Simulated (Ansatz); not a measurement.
Sn: pressure against volume

Sn, I4/mmm, a = 3.235 Å, c = 5.068 Å. This isn't the element's structure at ambient conditions. Ansatz: PBEsol, PAW, 420 eV, Γ-centred 18×18×18 mesh on 1 atom, Gaussian smearing 0.10 eV; no spin polarisation. Shape and atoms are relaxed at each volume; pressure is positive in compression.

| V (Å³/atom) | P (GPa) |
| --- | --- |
| 23.331 | ? |
| 24.126 | 6.52 |
| 24.921 | 3.96 |
| 25.717 | 1.82 |
| 26.512 | 0.00 |
| 27.307 | -1.53 |
| 28.103 | -2.82 |
| 29.163 | -4.21 |

**Question.** Take V0 = 26.512 Å³/atom, fit the third-order Birch–Murnaghan form to the other rows, and predict the missing pressure.

**Answer.** With the Eulerian strain f = ½[(V0/V)^(2/3) − 1] and y = P/[3f(1 + 2f)^(5/2)], the form is the line y = B0 + 1.5 B0 (B0′ − 4) f. Rows (f, y): 0.03245, 57.2; 0.02106, 56.5; 0.01025, 56.3; -0.00975, 54.9; -0.01905, 54.4; -0.03078, 53.4. Means f = 0.0006967, y = 55.450; Σ(Δf)² = 0.003004, ΣΔfΔy = 0.1761; the slope is their ratio. y = 55.41 + 58.61 f GPa, so B0 = 55.4 GPa and B0′ = 4 + 2 × (58.61)/(3 × 55.41) = 4.71. At V = 23.331, f = 0.04447, y = 58.02 and P = 9.58 GPa. The run gave 9.40 GPa, so the fit is 0.18 GPa too high, 1.3 % of the span of the series, against an rms of 0.008 GPa on the fitted rows. The row lies outside the fitted range. A fourth-order term fitted to the same rows gives P = 9.49 GPa at this row's volume (the line 9.58, the run 9.40), which recovers part of the miss.